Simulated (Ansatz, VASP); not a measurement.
# GaSb in two plane-wave programs

Wanted: the spread between two codes on one cell, functional and k mesh. The cell is taken from a series of runs on this material, whose earlier steps may have relaxed, scaled, displaced or heated it; both programs get it as it stands.

Method: plane waves, with VASP 6.6.1 beside it; PBEsol, in Ansatz 0.2.0.

**1. The structure**

Symmetry: R3m, No. 160, trigonal system. The conventional cell has a = 4.451 Å, b = 4.451 Å, c = 10.430 Å, α = 90.00°, β = 90.00°, γ = 120.00°. Nearest to Ga lie 4 Sb at 2.65 to 2.70 Å. Sb has 4 Ga at 2.65 to 2.70 Å nearest. Farther neighbours are not listed.

Structure file:

```cif
data_structure
_symmetry_space_group_name_H-M 'R3m:H'
_symmetry_Int_Tables_number 160
_cell_length_a 4.4512
_cell_length_b 4.4512
_cell_length_c 10.4296
_cell_angle_alpha 90.000
_cell_angle_beta 90.000
_cell_angle_gamma 120.000
_cell_volume 178.95
loop_
_atom_site_label
_atom_site_type_symbol
_atom_site_symmetry_multiplicity
_atom_site_Wyckoff_symbol
_atom_site_fract_x
_atom_site_fract_y
_atom_site_fract_z
_atom_site_occupancy
Ga1 Ga 3 a 0.33333 0.66667 0.66888 1
Sb1 Sb 3 a 0.33333 0.66667 0.41445 1
```

**2. VASP: zone-centre phonons, PBEsol**

Second derivatives magnify differences that forces hide, and they need a tight electronic threshold.

Lines of VASP's logs that name or quote its potential files are left out, and so is its time.

The input, INCAR:

```
SYSTEM = GaSb
PREC = Accurate
ENCUT = 500
EDIFF = 1E-08
NELM = 120
ISMEAR = 1
SIGMA = 0.2
LREAL = .FALSE.
ALGO = Normal
GGA = PS
NBANDS = 15
LORBIT = 11
LWAVE = .FALSE.
LCHARG = .FALSE.
ISIF = 2
IBRION = 8
LASPH = .TRUE.
GGA_COMPAT = .FALSE.
KPAR = 2
```

The input, POSCAR:

```
GaSb
1.0
   -0.0911256634      3.0563156999      3.0563156999
    3.0563156999     -0.0911256634      3.0563156999
    3.0563156999      3.0563156999     -0.0911256634
Ga Sb
1 1
Direct
    0.0022182853      0.0022182853      0.0022182853
    0.7477817147      0.7477817147      0.7477817147
```

The input, KPOINTS:

```
Automatic mesh
0
Gamma
12 12 12
0 0 0
```

Potentials, in the order of the species: Ga_d and Sb (PBE family, release 64).

Started as:

```console
> mpirun -np 2 vasp_std
```

Numbers of over 12 decimals in the logs are rounded to 6 here.

Output:

```text
[banner, memory and clock lines left out]
running    2 mpi-ranks, on    1 nodes
 distrk:  each k-point on    1 cores,    2 groups
 distr:  one band on    1 cores,    1 groups

 POSCAR found type information on POSCAR GaSb
 POSCAR found :  2 types and       2 ions
|                                                                             |
|               ----> ADVICE to this user running VASP <----                  |
|                                                                             |
|     You enforced a specific xc type in the INCAR file but a different       |
|     [... a line on the potential file left out ...]
|     I HOPE YOU KNOW WHAT YOU ARE DOING!                                     |
|                                                                             |

 LDA part: xc-table for (Slater+PW92), standard interpolation
 POSCAR, INCAR and KPOINTS ok, starting setup
 FFT: planning ... GRIDC
 FFT: planning ... GRID_SOFT
 FFT: planning ... GRID
 WAVECAR not read
 entering main loop
       N       E                     dE             d eps       ncg     rms          rms(c)
DAV:   1     0.794025469804E+02    0.79403E+02   -0.84740E+03  5694   0.142E+03
DAV:   2    -0.201324314023E+01   -0.81416E+02   -0.78534E+02  6517   0.298E+02
DAV:   3    -0.810333629401E+01   -0.60901E+01   -0.60718E+01  6825   0.671E+01
DAV:   4    -0.821097413896E+01   -0.10764E+00   -0.10762E+00  6947   0.101E+01
DAV:   5    -0.821359633866E+01   -0.26222E-02   -0.26221E-02  7310   0.139E+00    0.296E+00
DAV:   6    -0.814465390092E+01    0.68942E-01   -0.87252E-02  7446   0.506E+00    0.172E+00
DAV:   7    -0.812151741543E+01    0.23136E-01   -0.40596E-02  7142   0.186E+00    0.358E-01
DAV:   8    -0.812148316719E+01    0.34248E-04   -0.49717E-03  7368   0.853E-01    0.883E-02
DAV:   9    -0.812175397038E+01   -0.27080E-03   -0.44291E-04  6427   0.179E-01    0.300E-02
DAV:  10    -0.812176086585E+01   -0.68955E-05   -0.26552E-05  7451   0.439E-02    0.769E-03
DAV:  11    -0.812177104022E+01   -0.10174E-04   -0.11917E-05  6377   0.230E-02    0.409E-03
DAV:  12    -0.812177134526E+01   -0.30504E-06   -0.68087E-07  7441   0.773E-03    0.849E-04
DAV:  13    -0.812177132652E+01    0.18733E-07   -0.43265E-08  6671   0.141E-03    0.231E-04
DAV:  14    -0.812177135925E+01   -0.32732E-07   -0.39370E-09  5873   0.605E-04    0.449E-05
DAV:  15    -0.812177136516E+01   -0.59099E-08   -0.66225E-10  4018   0.276E-04
   1 F= -.81217714E+01 E0= -.81218762E+01  d E =0.314415E-03
 Linear response reoptimize wavefunctions to high precision
DAV:   1    -0.812177136431E+01    0.85583E-09   -0.17689E-10  4550   0.175E-04
DAV:   2    -0.812177136433E+01   -0.19099E-10   -0.47655E-11  3654   0.714E-05
 Linear response DOF=           2
 Linear response progress:
  Degree of freedom:   1/  2
       N       E                     dE             d eps       ncg     rms          rms(c)
RMM:   1    -0.165793034875E+00   -0.16579E+00    0.59838E-02 17791   0.789E+00
RMM:   2    -0.164928513209E+00    0.86452E-03   -0.28074E-02 26815   0.134E+00    0.375E-02
RMM:   3    -0.164900751305E+00    0.27762E-04   -0.33648E-03 28003   0.420E-01    0.247E-02
RMM:   4    -0.164780248436E+00    0.12050E-03   -0.14666E-03 30313   0.194E-01    0.123E-02
RMM:   5    -0.164762768715E+00    0.17480E-04   -0.81859E-05 29504   0.534E-02    0.442E-03
RMM:   6    -0.164768023013E+00   -0.52543E-05   -0.12589E-05 29841   0.233E-02    0.483E-04
RMM:   7    -0.164767458209E+00    0.56480E-06   -0.58103E-06 29315   0.100E-02    0.445E-04
RMM:   8    -0.164769800966E+00   -0.23428E-05   -0.59965E-07 28807   0.482E-03    0.121E-04
RMM:   9    -0.164770972366E+00   -0.11714E-05    0.26882E-07 29898   0.226E-03    0.439E-05
RMM:  10    -0.164771606751E+00   -0.63439E-06    0.13140E-07 29212   0.110E-03    0.157E-05
RMM:  11    -0.164771761921E+00   -0.15517E-06   -0.60505E-08 30250   0.546E-04    0.122E-05
RMM:  12    -0.164771856346E+00   -0.94425E-07    0.80993E-08 29248   0.276E-04    0.292E-06
RMM:  13    -0.164771867790E+00   -0.11444E-07   -0.25326E-08 29817   0.143E-04    0.575E-06
RMM:  14    -0.164771927713E+00   -0.59923E-07    0.20649E-08 29456   0.783E-05    0.213E-06
RMM:  15    -0.164771896704E+00    0.31009E-07   -0.14096E-08 27709   0.468E-05    0.270E-06
RMM:  16    -0.164771924995E+00   -0.28291E-07    0.34657E-09 28243   0.299E-05    0.751E-07
RMM:  17    -0.164771919084E+00    0.59106E-08   -0.13914E-09 26179   0.206E-05    0.338E-07
 first order change of Fermi-energy   0.78001E+00
 force on displaced ion       1 direction 1 :  -6.951  -0.181  -0.181
 Linear response progress:
  Degree of freedom:   2/  2
       N       E                     dE             d eps       ncg     rms          rms(c)
RMM:   1    -0.280998897884E-01   -0.28100E-01    0.10585E-02 28809   0.129E+00
RMM:   2    -0.257512054452E-01    0.23487E-02   -0.31534E-03 26203   0.350E-01    0.632E-02
RMM:   3    -0.257018939391E-01    0.49312E-04   -0.17311E-04 28943   0.947E-02    0.347E-02
RMM:   4    -0.257460404155E-01   -0.44146E-04   -0.33058E-05 28887   0.418E-02    0.424E-03
RMM:   5    -0.257555328338E-01   -0.94924E-05   -0.43260E-06 30179   0.144E-02    0.269E-03
RMM:   6    -0.257497709628E-01    0.57619E-05   -0.98702E-07 28343   0.482E-03    0.709E-04
RMM:   7    -0.257484512439E-01    0.13197E-05   -0.11243E-07 29659   0.158E-03    0.240E-04
RMM:   8    -0.257478755314E-01    0.57571E-06   -0.20909E-08 28216   0.611E-04    0.712E-05
RMM:   9    -0.257478056602E-01    0.69871E-07    0.66626E-09 29527   0.238E-04    0.262E-05
RMM:  10    -0.257478522438E-01   -0.46584E-07    0.28927E-09 28601   0.847E-05    0.405E-06
RMM:  11    -0.257478512759E-01    0.96794E-09    0.27760E-10 29843   0.319E-05    0.339E-06
 first order change of Fermi-energy  -0.77969E+00
 force on displaced ion       2 direction 1 :  -6.946  -0.180  -0.180
 Linear response finished
```

From OUTCAR (step 2):

```text
ion  position               nearest neighbor table
   1  0.002  0.002  0.002-   2 2.65   2 2.70   2 2.70   2 2.70
   2  0.748  0.748  0.748-   1 2.65   1 2.70   1 2.70   1 2.70

  LATTYP: Found a trigonal (rhomboedric) cell.
 ALAT       =     4.3232435973
 COS(alpha) =     0.4699755769

 Subroutine GETGRP returns: Found  6 space group operations
 (whereof  6 operations were pure point group operations)

The static configuration has the point symmetry C_3v.

 Found    189 irreducible k-points:

   k-points           NKPTS =    189   k-points in BZ     NKDIM =    189   number of bands    NBANDS=     15

   dimension x,y,z NGX =    32 NGY =   32 NGZ =   32
   dimension x,y,z NGXF=    64 NGYF=   64 NGZF=   64

   ENCUT  =  500.0 eV  36.75 Ry    6.06 a.u.   7.88  7.88  7.88*2*pi/ulx,y,z

   NELECT =      18.0000    total number of electrons

 k-points in reciprocal lattice and weights: Automatic mesh
   0.00000000  0.00000000  0.00000000       0.001
   0.08333333 -0.00000000 -0.00000000       0.003
   0.16666667  0.00000000  0.00000000       0.003
   0.25000000  0.00000000 -0.00000000       0.003
   0.33333333 -0.00000000 -0.00000000       0.003
   0.41666667  0.00000000 -0.00000000       0.003
   0.50000000  0.00000000 -0.00000000       0.002
   0.08333333  0.08333333 -0.00000000       0.003
   0.16666667  0.08333333 -0.00000000       0.007
[...]
-0.41666667  0.50000000  0.41666667       0.003
   0.50000000  0.50000000  0.50000000       0.001

 average (electrostatic) potential at core
       1 -65.8951       2 -87.8678

  Total       -0.7279819     -0.7279819     -0.7279819      0.3760765      0.3760765      0.3760765
  in kB      -19.5528806    -19.5528806    -19.5528806     10.1010457     10.1010457     10.1010457
  external PRESSURE =     -19.5528806 kB  Pullay stress =       0.0000000 kB

  energy-cutoff  :      500.00
  volume of cell :       59.65
      direct lattice vectors                 reciprocal lattice vectors
    -0.091125663  3.056315700  3.056315700    -0.156455120  0.161263269  0.161263269
     3.056315700 -0.091125663  3.056315700     0.161263269 -0.156455120  0.161263269
     3.056315700  3.056315700 -0.091125663     0.161263269  0.161263269 -0.156455120

 POSITION                                       TOTAL-FORCE (eV/Angst)
 -----------------------------------------------------------------------------------
      0.01336      0.01336      0.01336         0.000463      0.000463      0.000463
      4.50277      4.50277      4.50277        -0.000463     -0.000463     -0.000463
 -----------------------------------------------------------------------------------
    total drift:                               -0.000346     -0.000346     -0.000346

 Eigenvectors and eigenvalues of the dynamical matrix
 ----------------------------------------------------

   1 f  =    6.348463 THz    39.888567 2PiTHz  211.761919 cm-1    26.255120 meV
             X         Y         Z           dx          dy          dz
      0.013357  0.013357  0.013357    -0.460471   -0.460471   -0.460471
      4.502772  4.502772  4.502772     0.348281    0.348281    0.348281

   2 f  =    6.108509 THz    38.380892 2PiTHz  203.757916 cm-1    25.262751 meV
             X         Y         Z           dx          dy          dz
      0.013357  0.013357  0.013357    -0.569518    0.558137    0.011381
      4.502772  4.502772  4.502772     0.430856   -0.422246   -0.008610

   3 f  =    6.108509 THz    38.380892 2PiTHz  203.757916 cm-1    25.262751 meV
             X         Y         Z           dx          dy          dz
      0.013357  0.013357  0.013357     0.315670    0.335382   -0.651052
      4.502772  4.502772  4.502772    -0.238813   -0.253726    0.492539

   4 f/i=    0.000873 THz     0.005484 2PiTHz    0.029115 cm-1     0.003610 meV
             X         Y         Z           dx          dy          dz
      0.013357  0.013357  0.013357    -0.476874    0.131457    0.345417
      4.502772  4.502772  4.502772    -0.630346    0.173763    0.456583

   5 f/i=    0.000873 THz     0.005484 2PiTHz    0.029115 cm-1     0.003610 meV
             X         Y         Z           dx          dy          dz
      0.013357  0.013357  0.013357    -0.123530    0.474750   -0.351220
      4.502772  4.502772  4.502772    -0.163286    0.627538   -0.464253

   6 f/i=    0.001592 THz     0.010001 2PiTHz    0.053095 cm-1     0.006583 meV
             X         Y         Z           dx          dy          dz
      0.013357  0.013357  0.013357     0.348281    0.348281    0.348281
      4.502772  4.502772  4.502772     0.460471    0.460471    0.460471

 ELASTIC MODULI CONTR FROM IONIC RELAXATION (kBar)
 Direction    XX          YY          ZZ          XY          YZ          ZX
 --------------------------------------------------------------------------------
 XX          -2.2522     -2.1809     -2.1809    -10.1749    -12.9498    -10.5219
 YY          -2.1809     -2.2522     -2.1809    -10.5219    -10.1749    -12.9498
 ZZ          -2.1809     -2.1809     -2.2522    -12.9498    -10.5219    -10.1749
 XY         -10.1749    -10.5219    -12.9498   -121.1810    -24.9911    -24.9911
 YZ         -12.9498    -10.1749    -10.5219    -24.9911   -121.1810    -24.9911
 ZX         -10.5219    -12.9498    -10.1749    -24.9911    -24.9911   -121.1810
 --------------------------------------------------------------------------------
```

[end of part 1 of 2]

[Lines on the potential files, build, host, timing and source positions are cut from VASP's logs without a mark.]

[Logs are printed without paths, hosts, clocks, repeated set-up lines and the standing remarks that a program may print on its own settings, such as how far it seeks lower states.]

[Hosts, paths, dates, database ids (printed as entryN), source tags and the programs' standing remarks are cut or masked in the printed files.]
